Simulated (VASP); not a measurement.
ZrS2, 3 atoms in the cell. It takes space group P-3m1 (No. 164, trigonal). The conventional cell has a = 3.691 Å, b = 3.691 Å, c = 6.041 Å, α = 90.00°, β = 90.00°, γ = 120.00°. Zr (site symmetry -3m) is surrounded by 6 S at 2.57 Å. S (site symmetry 3m) is surrounded by 3 Zr at 2.57 Å. The cell is a database's computed one.

| Quantity | Value |
| --- | --- |
| Program | VASP 6.6.1 |
| Task | relaxation of cell and atoms |
| Functional | rev-vdW-DF2 |
| Potentials or basis | VASP PAW PBE potentials, release 64 (Zr_sv, S) |
| Cutoff | 600 eV |
| k mesh | 9 × 9 × 5 |
| Occupations | gaussian, width 0.03 eV |
| Spin | no spin polarisation |
| Further INCAR settings | ALGO = Normal; EDIFF = 1e-06; IBRION = 2; EDIFFG = -0.01; NSW = 90; ISIF = 3 |

Potentials or basis: VASP PAW PBE potentials, release 64 (Zr_sv, S).

Command:

```sh
$ cat potpaw_PBE.64/Zr_sv/POTCAR potpaw_PBE.64/S/POTCAR > POTCAR
$ mpirun -np 1 vasp_std > vasp.out
```

Hardware: 1 thread of Intel(R) Xeon(R) 6975P-C (Granite Rapids), on a shared host.

Task: Estimate the wall time of this run.

Result: Run time: 12 min on 1 thread of Intel(R) Xeon(R) 6975P-C (Granite Rapids) (shared host), peak memory 0.49 GiB. Counts: scf iterations 95, k points 50, ion steps 12.
